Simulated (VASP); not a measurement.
**Mn: density of states with revPBE+D2+U**

Crystal: Mn.

```
Mn
1.0
    -1.56077    1.56077    1.56077
     1.56077   -1.56077    1.56077
     1.56077    1.56077   -1.56077
Mn
1
Direct
  0.00000 0.00000 0.00000
```

This isn't the form of Mn at room conditions, which is a 58-atom cubic cell.

The cell isn't the ideal one: volume scaled by 1.04.

```
Program                : VASP 6.6.1
Task                   : density of states
Functional             : revPBE
Dispersion             : D2
Potentials or basis    : VASP PAW PBE potentials, release 64 (Mn_pv)
Cutoff                 : 520 eV
k mesh                 : 12 × 12 × 12
Occupations            : methfessel-paxton, width 0.1 eV
Spin                   : collinear spin, ferromagnetic start
Starting moments       : [4.0] μB
Fixed moment           : 3 μB
Hubbard terms          : Mn d U = 4 eV
Further INCAR settings : ALGO = Fast; EDIFF = 1.00e-06
```

| Property | Result |
| --- | --- |
| Pressure | -2.7 GPa |
| Net moment | 3.00 μB per cell |
| Site moments | Mn +3.24 μB |
| Valence electrons inside the program's atomic spheres | Mn 11.50 |
| Dispersion energy per atom | -0.625 eV |

Eigenvalues of the final occupation matrices:
```csv
site,spin,trace,eigenvalues
site 1 d,1,4.18,0.80 0.80 0.80 0.89 0.89
site 1 d,2,0.80,0.15 0.15 0.15 0.17 0.17
```

Wall time 20 s on 1 thread of Intel(R) Xeon(R) Platinum 8559C (Emerald Rapids), on a shared host, peak memory 0.13 GiB.

Caveat: the PAW data sets were made with another functional, which shifts forces and pressure a little; the total moment is fixed, so each spin has its own Fermi level; the U is typed as a test and isn't derived for this compound. The state reached can hang on the start; a lower one may exist.
